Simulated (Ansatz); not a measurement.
**Lattice dynamics of LiBr (Fm-3m)**

Aim: the vibrations of LiBr (Fm-3m), their spectra, and whether the structure is stable.

Main program and level: Ansatz 0.2.0; DFT LDA, scalar-relativistic, plane waves, PAW; PAW set soft_1.

### Step 1. Starting point

Symmetry: Fm-3m, No. 225, cubic system. Conventional cell: a = 5.501 Å, b = 5.501 Å, c = 5.501 Å, α = 90.00°, β = 90.00°, γ = 90.00°. Li has 6 Br at 2.75 Å nearest. Br has 6 Li at 2.75 Å nearest. Farther neighbours and most contacts between anions are not listed.

### Step 2. Bringing the structure to rest, k-mesh 6×6×6

The cell and atoms are relaxed, since residual forces and stress would shift the frequencies.

File input.yaml:

```yaml
crystal:
  lattice:
    - [0.0, 2.75065, 2.75065]
    - [2.75065, 0.0, 2.75065]
    - [2.75065, 2.75065, 0.0]
  atoms:
    - { symbol: Li, position: [0.0, 0.0, 0.0] }
    - { symbol: Br, position: [0.5, 0.5, 0.5] }
kpoints:
  mp_grid: { grid: [6, 6, 6] }
hamiltonian:
  xc: lda
  pseudopotentials: { kind: paw, azcp: { folder: soft_1 }, xc_functional: pbe }
scf:
  occupations: { method: gaussian, width: 0.02 }
output:
  forces: true
  stress: true
  eigenvalues: true
  write_density: true
  write_potential: true
  elf: true
  volumetric_format: npy
relax:
  adjacent_minimum: "off"
  f_tol: 0.005
  max_steps: 80
  cell: { stress_tol: 0.05 }
```

Launch:

```bash
$ ansatz run input.yaml --threads 4 --pin off --max-ram 10240MiB --backend cpu --events-out ev --progress --plain --runs-dir out
```

Numbers of over 12 decimals in the logs are rounded to 6 here.

Log:

```text
Engine: ansatz 0.2.0, aarch64-unknown-linux-gnu
Pseudopotentials: kind: paw
Pseudopotential: Li, paw, valence charge 3, recommended cutoff 420 eV (normal), soft_1/Li.paw.azcp
Pseudopotential: Br, paw, valence charge 7, recommended cutoff 420 eV (normal), soft_1/Br.paw.azcp
Functional definition: SPW92
  exchange = slater_x
  correlation = pw_c
Crystal: 2 atoms, lattice volume = 41.623 Å³
Basis set: ecut = 420 eV, 869 PW (Γ)
Bands: 9, of which v1, the nominal top of the filled ones, is band 5 counted from 1 (4 counted from 0)
Symmetry: 48 space group operations
Space group: Fm-3m (ITA 225), of the structure as read, at distance tolerance 3.5e-5 Å
k-points: 16 of 216
Non-local potential: Li, projectors of the file, l = 0: 3, l = 1: 2, l = 2: 1
Non-local potential: Br, projectors of the file, l = 0: 2, l = 1: 2, l = 2: 2
PAW form: soft (Blöchl's): semilocal exchange-correlation on the pseudo side does not see the compensation charge
PAW frozen core: Br, regenerated for the run's functional, and the local potential with it (the file was generated under x = pbe(κ = 0.804, μ = 0.219515), c = pbe(β = 0.066725))
PAW one-centre angular grid: Li, 110 points (default); XC on 64 Gauss nodes
PAW one-centre angular grid: Br, 110 points (default); XC on 64 Gauss nodes
Initial density: superposition of atomic densities (chi_scale 0.1, normalization cell, long waves kept (reshape's long-wave potential 0.00 eV rms))
Initial wavefunctions: pseudopotential atomic-orbital guess
Functional: x = slater, c = lda
SCF iter   1: F=—  HF=-2898.678383 eV  |F-HF|=—  |Δ(HF+E_count)|=         —  Δρ=2.18e-2  dr2=1.57e-1  ethr=3.10e-3  ⟨swp⟩=5.0  Hψ=944  notcnv=0
preconditioner: auto → none  [insulator: Δε(μ)=4.430 eV  Ē_g=12.544 eV  σ=0.020 eV  W_gap=1.00  n_scr=8 (ndim 8)  ℏωp=16.3 eV  f_vac=0.000  D(μ)=0.00/eV (n_scr^D=0)  ε∞_Penn≈2.7]
SCF iter   2: F=—  HF=-2898.652008 eV  |F-HF|=—  |Δ(HF+E_count)|=   2.64e-2  Δρ=1.03e-2  dr2=3.12e-2  ethr=1.57e-3  ⟨swp⟩=2.0  Hψ=333  notcnv=0
SCF iter   3: F=—  HF=-2898.648249 eV  |F-HF|=—  |Δ(HF+E_count)|=   3.76e-3  Δρ=1.74e-3  dr2=1.46e-3  ethr=3.12e-4  ⟨swp⟩=3.0  Hψ=288  notcnv=0
SCF iter   4: F=—  HF=-2898.647819 eV  |F-HF|=—  |Δ(HF+E_count)|=   4.30e-4  Δρ=1.87e-4  dr2=1.22e-5  ethr=1.46e-5  ⟨swp⟩=2.4  Hψ=262  notcnv=0
SCF iter   5: F=—  HF=-2898.647835 eV  |F-HF|=—  |Δ(HF+E_count)|=   1.58e-5  Δρ=1.32e-5  dr2=4.35e-8  ethr=1.00e-9  ⟨swp⟩=6.9  Hψ=960  notcnv=0
SCF iter   6: F=-2898.647835 eV  HF=-2898.647835 eV  |F-HF|=1.56e-10  |Δ(HF+E_count)|=   5.13e-8  Δρ=1.22e-6  dr2=1.83e-10  ethr=4.35e-10  ⟨swp⟩=5.2  Hψ=700  notcnv=0
SCF 1 converged in 6 iterations: F = -2898.647835 eV  dr2 = 1.83e-10
  greatest PAW one-centre occupation: 1.000 electrons in one spin orbital (limit 2), on the Li atom at site 0 (counted from 0), in its partial waves of l = 0
relax step   1: F+E_penalty+E_count = -2898.64783500 eV  Δ(F+E_penalty+E_count) = +0.000e0 eV  max|allowed force component| = 1.854e-29 eV/Å  Δτ_max = 0.0000 Å  P = -2.788 GPa  Ω = 41.623 Å³  (6 SCF iters, dr2 threshold 1.00e-7 eV, accepted)
Crystal: 2 atoms, lattice volume = 37.386 Å³
Basis set: ecut = 420 eV, 725 PW (Γ)
Initial density: handed on by an earlier stage of this run
Initial wavefunctions: those handed on with the density
iter 1 solved again at ethr=2.56e-5 eV; its pass at ethr=3.10e-3 eV (dr2=2.56e-3 eV) is discarded
SCF iter   1: F=—  HF=-2898.689460 eV  |F-HF|=—  |Δ(HF+E_count)|=         —  Δρ=2.15e-3  dr2=2.58e-3  ethr=2.56e-5  ⟨swp⟩=1.6  Hψ=1308  notcnv=0
preconditioner: auto → none  [insulator: Δε(μ)=5.129 eV  Ē_g=13.265 eV  σ=0.020 eV  W_gap=1.00  n_scr=8 (ndim 8)  ℏωp=17.2 eV  f_vac=0.001  D(μ)=0.00/eV (n_scr^D=0)  ε∞_Penn≈2.7]
SCF iter   2: F=—  HF=-2898.688467 eV  |F-HF|=—  |Δ(HF+E_count)|=   9.93e-4  Δρ=1.02e-3  dr2=4.90e-4  ethr=2.56e-5  ⟨swp⟩=2.0  Hψ=203  notcnv=0
SCF iter   3: F=—  HF=-2898.688283 eV  |F-HF|=—  |Δ(HF+E_count)|=   1.84e-4  Δρ=1.53e-4  dr2=1.32e-5  ethr=4.90e-6  ⟨swp⟩=2.9  Hψ=220  notcnv=0
SCF iter   4: F=—  HF=-2898.688276 eV  |F-HF|=—  |Δ(HF+E_count)|=   7.00e-6  Δρ=2.73e-5  dr2=1.27e-7  ethr=2.00e-9  ⟨swp⟩=7.8  Hψ=1076  notcnv=0
SCF iter   5: F=-2898.688276 eV  HF=-2898.688276 eV  |F-HF|=7.69e-10  |Δ(HF+E_count)|=   3.53e-8  Δρ=3.09e-6  dr2=1.51e-9  ethr=1.27e-9  ⟨swp⟩=5.8  Hψ=739  notcnv=0
SCF 2 converged in 5 iterations: F = -2898.688276 eV  dr2 = 1.51e-9
relax step   2: F+E_penalty+E_count = -2898.68827582 eV  Δ(F+E_penalty+E_count) = -4.044e-2 eV  max|allowed force component| = 2.531e-30 eV/Å  Δτ_max = 0.0000 Å  P = +0.054 GPa  Ω = 37.386 Å³  energy of the carried Pulay correction = +4.596e-4 eV  (5 SCF iters, dr2 threshold 2.00e-7 eV, accepted)
Crystal: 2 atoms, lattice volume = 37.458 Å³
iter 1 solved again at ethr=8.09e-9 eV; its pass at ethr=3.10e-3 eV (dr2=8.09e-7 eV) is discarded
SCF iter   1: F=—  HF=-2898.688278 eV  |F-HF|=—  |Δ(HF+E_count)|=         —  Δρ=3.90e-5  dr2=8.12e-7  ethr=8.09e-9  ⟨swp⟩=3.1  Hψ=1178  notcnv=0
preconditioner: auto → none  [insulator: Δε(μ)=5.146 eV  Ē_g=13.279 eV  σ=0.020 eV  W_gap=1.00  n_scr=8 (ndim 8)  ℏωp=17.2 eV  f_vac=0.001  D(μ)=0.00/eV (n_scr^D=0)  ε∞_Penn≈2.7]
SCF iter   2: F=—  HF=-2898.688277 eV  |F-HF|=—  |Δ(HF+E_count)|=   3.16e-7  Δρ=1.85e-5  dr2=1.61e-7  ethr=8.09e-9  ⟨swp⟩=1.0  Hψ=144  notcnv=0
SCF iter   3: F=-2898.688277 eV  HF=-2898.688277 eV  |F-HF|=4.55e-9  |Δ(HF+E_count)|=   6.63e-8  Δρ=3.15e-6  dr2=5.84e-9  ethr=7.22e-11  ⟨swp⟩=5.8  Hψ=749  notcnv=0
SCF 3 converged in 3 iterations: F = -2898.688277 eV  dr2 = 5.84e-9
relax step   3: F+E_penalty+E_count = -2898.68827726 eV  Δ(F+E_penalty+E_count) = -1.439e-6 eV  max|allowed force component| = 2.038e-29 eV/Å  Δτ_max = 0.0000 Å  P = -0.011 GPa  Ω = 37.458 Å³  energy of the carried Pulay correction = +4.514e-4 eV  (3 SCF iters, dr2 threshold 7.22e-9 eV, accepted)
Initial wavefunctions: pseudopotential atomic-orbital guess (no wavefunctions were taken with the density)
iter 1 solved again at ethr=5.08e-6 eV; its pass at ethr=3.10e-3 eV (dr2=5.08e-4 eV) is discarded
SCF iter   1: F=—  HF=-2898.687859 eV  |F-HF|=—  |Δ(HF+E_count)|=         —  Δρ=8.32e-5  dr2=3.00e-7  ethr=5.08e-6  ⟨swp⟩=2.1  Hψ=1335  notcnv=0
eigensolver tolerance schedule: the retry pair's looser diagonalisation over-reported the residual by 1693.51 of it (diagonalisation noise at an unbounded share of the residual, at the tolerance the schedule requests for it); recorded, not acted on — ethr = c·dr2/N_el stays at c = 1.0e-1
SCF iter   2: F=—  HF=-2898.687858 eV  |F-HF|=—  |Δ(HF+E_count)|=   1.17e-6  Δρ=4.23e-5  dr2=7.34e-8  ethr=3.00e-9  ⟨swp⟩=2.3  Hψ=232  notcnv=0
SCF iter   3: F=—  HF=-2898.687858 eV  |F-HF|=—  |Δ(HF+E_count)|=   8.44e-8  Δρ=1.51e-6  dr2=1.09e-9  ethr=7.34e-10  ⟨swp⟩=1.1  Hψ=145  notcnv=0
SCF iter   4: F=-2898.687858 eV  HF=-2898.687858 eV  |F-HF|=1.14e-11  |Δ(HF+E_count)|=  3.26e-10  Δρ=3.54e-7  dr2=1.89e-11  ethr=1.00e-12  ⟨swp⟩=4.9  Hψ=691  notcnv=0
SCF 4 converged in 4 iterations: F = -2898.687858 eV  dr2 = 1.89e-11
relax step   4: F+E_penalty+E_count = -2898.68785784 eV  Δ(F+E_penalty+E_count) = +4.194e-4 eV  max|allowed force component| = 1.528e-29 eV/Å  Δτ_max = 0.0000 Å  P = -0.012 GPa  Ω = 37.458 Å³  stress off target by 1.17e-2 GPa  SCF on the basis re-selected at this cell (its energy is not comparable with the rows above)  (4 SCF iters)
basis re-selected at this cell: Δ(F+E_penalty+E_count) = +4.194e-4 eV, ΔP = -0.001 GPa vs the last step (what re-selecting the basis moved, of the pressure what is left beyond the Pulay correction that the steps carried, after the strain that the cell walked since its last selection, with what the two solves' SCF thresholds leave and, on support functions, any second-order correction that the steps lacked; it is no m [...]
SCF converged after 4 iterations
Free energy (F): -2898.687858 eV
Harris-Foulkes:  -2898.687858 eV  (|F-HF|=1.14e-11)
Internal energy: -2898.687858 eV  (E = F + TS)
E sigma→0 (E₀):  -2898.687858 eV
Fermi energy:    5.348403 eV
--- Per-component energies (eV) ---
  E_band       = -94.674624
  E_kinetic    = 149.983471
  E_local      = -281.241368  (includes V_loc(G=0)·N_el)
  E_nonlocal   = 33.944566
  E_hartree    = 74.003925
  E_xc         = -205.087071
  E_vxc        = -122.938087  (∫ρ·V_xc dr)
  E_paw        = -2247.982410  (= ΣΔE_a)
  E_vpaw       = -22.431360  (= ΣTr[D̂ρ^β])
  E_aug_tail   = 0.000260  (compensation charges beyond the density's cutoff)
  E_ewald      = -422.515741
  E_core_change = 0.206511  (= ΣΔE_core)
  E_smearing   = -0.000000  (= −TS)
  E_closure    = -0.000000  (closes the sum)
  Σ components = -2898.687858   (vs F -2898.687858, Δ=0.00e0)
--- Forces (eV/Å), atoms counted from 1 ---
  atom   1  Li    -0.00000000     0.00000000    -0.00000000
  atom   2  Br     0.00000000     0.00000000    -0.00000000
  max |Σ_I F_I| component: 2.83e-29 eV/Å
--- Stress (GPa, compression-positive) ---
       -0.011719      -0.000000      -0.000000
       -0.000000      -0.011719      -0.000000
       -0.000000      -0.000000      -0.011719
  P = ⅓ Tr σ = -0.0117 GPa (-0.117 kbar)
--- Band table (eV; the first three rows and the last of 16) ---
  k-point 0: bands = ["-40.4163", "-11.1114", "2.7755", "2.7755", "2.7755", "7.9212", "13.2353", "13.2353", "13.2353"]
  k-point 1: bands = ["-40.4157", "-10.9728", "1.6604", "2.6888", "2.6888", "8.6848", "12.3683", "12.7027", "12.7027"]
  k-point 2: bands = ["-40.4146", "-10.6690", "0.0469", "2.5327", "2.5327", "8.5136", "11.2233", "11.2233", "13.8390"]
  k-point 15: bands = ["-40.4134", "-10.2455", "-0.2905", "0.7116", "1.4015", "9.9716", "10.9667", "12.7293", "13.6956"]
--- Relaxed structure (3 steps of the walk, 3 accepted, 1 SCFs on fresh bases) ---
  F+E_penalty+E_count = -2898.68785784 eV   max|allowed force component| = 1.528e-29 eV/Å   (the final SCF, on the basis selected at the relaxed cell)
  cell:  # Å, volume = 37.4583 Å³
    - [0, 2.655662, 2.655662]
    - [2.655662, 0, 2.655662]
    - [2.655662, 2.655662, 0.0]
  atoms:
    - { symbol: Li, position: [0, 0, 0] }
    - { symbol: Br, position: [0.500000, 0.500000, 0.500000] }
```

Wall time 2 s (4 threads of Arm Neoverse V1, shared host); peak memory 0.28 GiB.

The steps of the relaxation:

```csv
step,energy less that of the first step (eV),largest force component (eV/Å),pressure (GPa),volume (Å³)
1,0.0000,0.0000,-2.79,41.62
2,-0.0404,0.0000,0.05,37.39
3,-0.0404,0.0000,-0.01,37.46
4*,-0.0400,0.0000,-0.01,37.46
```

Relaxation steps marked * repeat the geometry before them on a plane-wave basis chosen anew for their cell, so energy and pressure can jump there.

Forces are held to the 48 operations that the run works with; a distortion that breaks them can't arise in this run.

```csv
"conventional cell, symmetrised",before,after,change
a (Å),5.501,5.311,-3.5 %
b (Å),5.501,5.311,-3.5 %
c (Å),5.501,5.311,-3.5 %
volume (Å³/atom),20.81,18.73,-10.0 %
```

Final coordinates:

```xyz
2
Lattice="0.0000 2.6557 2.6557 2.6557 0.0000 2.6557 2.6557 2.6557 0.0000" Properties=species:S:1:pos:R:3 pbc="T T T"
Li    0.0000    0.0000    0.0000
Br    2.6557    2.6557    2.6557
```

This step gave:

* pressure: -0.01172 GPa
* gap on the k-mesh: 5.146 eV
* volume per atom: 18.73 Å³
* direct gap on mesh: 5.146 eV

ELF in the ac plane of the conventional cell at fractional y = 0.000, with atoms of Li and Br within 0.2 Å of it. It is the smooth field of the valence electrons, not physical close to the nuclei.

Values, 15 rows by 15 columns, each cell a mean:
```
0.85 0.36 0.07 0.45 0.80 0.86 0.57 0.18 0.34 0.80 0.85 0.66 0.18 0.13 0.70
0.17 0.05 0.06 0.31 0.67 0.84 0.83 0.74 0.80 0.86 0.78 0.50 0.13 0.03 0.13
0.19 0.17 0.10 0.14 0.40 0.69 0.83 0.86 0.85 0.78 0.56 0.22 0.08 0.13 0.18
0.69 0.60 0.36 0.14 0.15 0.38 0.61 0.70 0.67 0.50 0.22 0.10 0.22 0.50 0.66
0.86 0.82 0.68 0.38 0.13 0.11 0.18 0.21 0.19 0.13 0.08 0.22 0.56 0.78 0.85
0.75 0.84 0.83 0.66 0.30 0.05 0.05 0.17 0.12 0.03 0.13 0.50 0.78 0.86 0.80
0.20 0.59 0.86 0.79 0.43 0.06 0.37 0.83 0.66 0.12 0.19 0.67 0.85 0.80 0.34
0.05 0.49 0.86 0.81 0.45 0.07 0.53 0.96 0.83 0.17 0.21 0.70 0.86 0.74 0.18
0.47 0.76 0.86 0.75 0.38 0.06 0.20 0.53 0.37 0.05 0.18 0.61 0.83 0.83 0.57
0.86 0.86 0.79 0.55 0.19 0.05 0.06 0.07 0.06 0.05 0.11 0.38 0.69 0.84 0.86
0.82 0.76 0.55 0.23 0.09 0.19 0.38 0.45 0.43 0.30 0.13 0.15 0.40 0.67 0.80
0.47 0.39 0.20 0.09 0.23 0.55 0.75 0.81 0.79 0.66 0.38 0.14 0.14 0.31 0.45
0.07 0.06 0.06 0.20 0.55 0.79 0.86 0.86 0.86 0.83 0.68 0.36 0.10 0.06 0.07
0.50 0.18 0.06 0.39 0.76 0.86 0.76 0.49 0.59 0.84 0.82 0.60 0.17 0.05 0.36
0.95 0.50 0.07 0.47 0.82 0.86 0.47 0.05 0.20 0.75 0.86 0.69 0.19 0.17 0.85
```
Columns run along a (5.3 Å), rows up along c (5.3 Å), edges of the conventional cell, whose origin can differ from the input's. Atoms in or near the plane, at fractional coordinates: Li at (0.00, 0.00), Li at (0.50, 0.50), Br at (0.50, 0.00), Br at (0.00, 0.50).

Valence density in the ac plane of the conventional cell at fractional y = 0.000, with atoms of Li and Br within 0.2 Å of it. It is the smooth field of the valence electrons, not physical close to the nuclei.

Values in e/Å³, 15 rows by 15 columns, each cell a mean:
```
 4.8  1.1  0.1  0.1  0.4  0.9  1.0  0.4  0.7  1.1  0.6  0.2  0.1  0.3  3.1
 0.4  0.1  0.1  0.1  0.2  0.6  1.0  1.1  1.1  0.8  0.4  0.2  0.1  0.1  0.3
 0.1  0.1  0.1  0.1  0.1  0.3  0.5  0.7  0.6  0.4  0.2  0.1  0.1  0.1  0.1
 0.2  0.2  0.1  0.1  0.1  0.1  0.2  0.2  0.2  0.2  0.1  0.1  0.1  0.2  0.2
 0.7  0.5  0.3  0.1  0.1  0.1  0.1  0.1  0.1  0.1  0.1  0.1  0.2  0.4  0.6
 1.1  1.0  0.6  0.2  0.1  0.1  0.1  0.4  0.2  0.1  0.1  0.2  0.4  0.8  1.1
 0.4  1.0  0.9  0.4  0.1  0.1  1.1  4.7  2.8  0.2  0.1  0.2  0.6  1.1  0.7
-0.1  0.9  1.0  0.4  0.1  0.1  1.9  7.6  4.7  0.4  0.1  0.2  0.7  1.1  0.4
 0.9  1.1  0.8  0.3  0.1  0.1  0.4  1.9  1.1  0.1  0.1  0.2  0.5  1.0  1.0
 1.0  0.8  0.4  0.2  0.1  0.1  0.1  0.1  0.1  0.1  0.1  0.1  0.3  0.6  0.9
 0.4  0.3  0.2  0.1  0.1  0.1  0.1  0.1  0.1  0.1  0.1  0.1  0.1  0.2  0.4
 0.1  0.1  0.1  0.1  0.1  0.2  0.3  0.4  0.4  0.2  0.1  0.1  0.1  0.1  0.1
 0.1  0.1  0.1  0.1  0.2  0.4  0.8  1.0  0.9  0.6  0.3  0.1  0.1  0.1  0.1
 1.8  0.4  0.1  0.1  0.3  0.8  1.1  0.9  1.0  1.0  0.5  0.2  0.1  0.1  1.1
 7.3  1.8  0.1  0.1  0.4  1.0  0.9 -0.1  0.4  1.1  0.7  0.2  0.1  0.4  4.8
```
Columns run along a (5.3 Å), rows up along c (5.3 Å), edges of the conventional cell, whose origin can differ from the input's. Atoms in or near the plane, at fractional coordinates: Li at (0.00, 0.00), Li at (0.50, 0.50), Br at (0.50, 0.00), Br at (0.00, 0.50).

Electrostatic potential energy in the ac plane of the conventional cell at fractional y = 0.000, with atoms of Li and Br within 0.2 Å of it. With pseudopotentials it is smooth inside the atoms' cores, unlike the true potential.

Ten even steps from '_' (-61 eV) to '@' (8 eV), each cell a mean:
```
==**%%@@@@**..____==%%@@@@##++
##%%@@@@@@%%++--==##@@@@@@@@##
@@@@@@@@@@@@%%%%%%@@@@@@@@@@@@
@@@@@@@@@@@@@@@@@@@@@@@@@@@@@@
%%%%@@@@@@@@@@@@@@@@@@@@@@@@%%
--++%%@@@@@@%%##%%@@@@@@@@##==
__..**@@@@%%**==++%%@@@@%%==__
__..**@@@@%%++--==##@@@@%%--__
..--##@@@@@@##++**%%@@@@%%++..
++##@@@@@@@@@@%%%%@@@@@@@@%%**
@@@@@@@@@@@@@@@@@@@@@@@@@@@@@@
@@@@@@@@@@@@@@@@@@@@@@@@@@@@@@
%%@@@@@@@@@@##****%%@@@@@@@@%%
**##@@@@@@##--....++%%@@@@%%**
--**%%@@@@++..____--%%@@@@##==
```
Columns run along a (5.3 Å; values clipped at the 3rd and 97th percentile), rows up along c (5.3 Å), edges of the conventional cell, whose origin can differ from the input's. Atoms in or near the plane, at fractional coordinates: Li at (0.00, 0.00), Li at (0.50, 0.50), Br at (0.50, 0.00), Br at (0.00, 0.50).

In this step the volume went from 20.81 to 18.73 Å³/atom.

### Step 3. Bringing the structure to rest, k-mesh 8×8×8

The relaxation is repeated from its end, on the mesh and smearing that suit the cell and gap now reached.

input.yaml, the sections that differ from step 2:

```yaml
crystal:
  lattice:
    - [0.0, 2.65566245, 2.65566245]
    - [2.65566245, 0.0, 2.65566245]
    - [2.65566245, 2.65566245, 0.0]
  atoms:
    - { symbol: Li, position: [0.0, 0.0, 0.0] }
    - { symbol: Br, position: [0.5, 0.5, 0.5] }
kpoints:
  mp_grid: { grid: [8, 8, 8] }
# hamiltonian, scf, output, relax: as in step 2
```

Log:

```text
[...]
Crystal: 2 atoms, lattice volume = 37.458 Å³
Basis set: ecut = 420 eV, 725 PW (Γ)
Bands: 9, of which v1, the nominal top of the filled ones, is band 5 counted from 1 (4 counted from 0)
Symmetry: 48 space group operations
[...]
k-points: 29 of 512
[...]
P = ⅓ Tr σ = -0.0238 GPa (-0.238 kbar)
--- Band table (eV; the first three rows and the last of 29) ---
[...]
--- Relaxed structure (1 steps of the walk, 1 accepted, 1 SCFs on fresh bases) ---
[...]
cell:  # Å, volume = 37.4583 Å³
    - [0.0, 2.65566245, 2.65566245]
    - [2.65566245, 0.0, 2.65566245]
    - [2.65566245, 2.65566245, 0.0]
  atoms:
    - { symbol: Li, position: [0.0, 0.0, 0.0] }
    - { symbol: Br, position: [0.5, 0.5, 0.5] }
[key lines of the parts left out:]
SCF converged after 4 iterations
Free energy (F): -2898.688468 eV
Fermi energy:    5.347949 eV
```

Run time: 1.3 s. Hardware: 4 threads; peak memory 0.28 GiB; 3.3 s of CPU time.

Little changed from the start: no atom moved by 0.005 Å and no cell edge by 0.1 %.

Numbers from this step:

```yaml
pressure: -0.02375 GPa
```

In this step the volume went from 18.73 to 18.73 Å³/atom.

### Step 4. Relaxing to small forces for the phonons

Phonons need a cell at rest on their own settings, so the relaxation is repeated with tight tolerances on forces and stress, using the mesh and the filling of the phonon run that follows.

input.yaml, the sections that differ from step 3:

```yaml
scf:
  occupations: { method: fixed }
output:
  forces: true
  stress: true
  eigenvalues: true
relax:
  adjacent_minimum: "off"
  f_tol: 0.001
  max_steps: 60
  cell: { stress_tol: 0.01 }
# crystal, kpoints, hamiltonian: as in step 3
```

Log:

```text
[...]
Crystal: 2 atoms, lattice volume = 37.458 Å³
Basis set: ecut = 420 eV, 725 PW (Γ)
Bands: 9, of which v1, the nominal top of the filled ones, is band 5 counted from 1 (4 counted from 0)
Symmetry: 48 space group operations
[...]
k-points: 29 of 512
[...]
P = ⅓ Tr σ = -0.0013 GPa (-0.013 kbar)
--- Band table (eV; the first three rows and the last of 29) ---
[...]
--- Relaxed structure (2 steps of the walk, 2 accepted, 1 SCFs on fresh bases) ---
[...]
cell:  # Å, volume = 37.4330 Å³
    - [0, 2.655064, 2.655064]
    - [2.655064, 0, 2.655064]
    - [2.655064, 2.655064, 0]
  atoms:
    - { symbol: Li, position: [0, 0, 0] }
    - { symbol: Br, position: [0.500000, 0.500000, 0.500000] }
[key lines of the parts left out:]
SCF converged after 4 iterations
Free energy (F): -2898.688471 eV
Fermi energy:    2.781554 eV
```

Run time: 1.3 s. Hardware: 4 threads; peak memory 0.27 GiB.

Little changed from the start: no atom moved by 0.005 Å and no cell edge by 0.1 %.

Numbers from this step:

| Property | Result |
| --- | --- |
| pressure | -0.001291 GPa |
| gap on the k-mesh | 5.150 eV |
| volume per atom | 18.72 Å³ |
| direct gap on mesh | 5.150 eV |

The forces vanish by symmetry and the pressure is -0.001 GPa, within the tolerances set. The cell now holds 18.72 Å³/atom.

(Part 1 of 3 ends here.)

[Logs are printed without paths, hosts, clocks, repeated set-up lines and the standing remarks that a program may print on its own settings, such as how far it seeks lower states.]

[Hosts, paths, dates, database ids (printed as entryN), source tags and the programs' standing remarks are cut or masked in the printed files.]
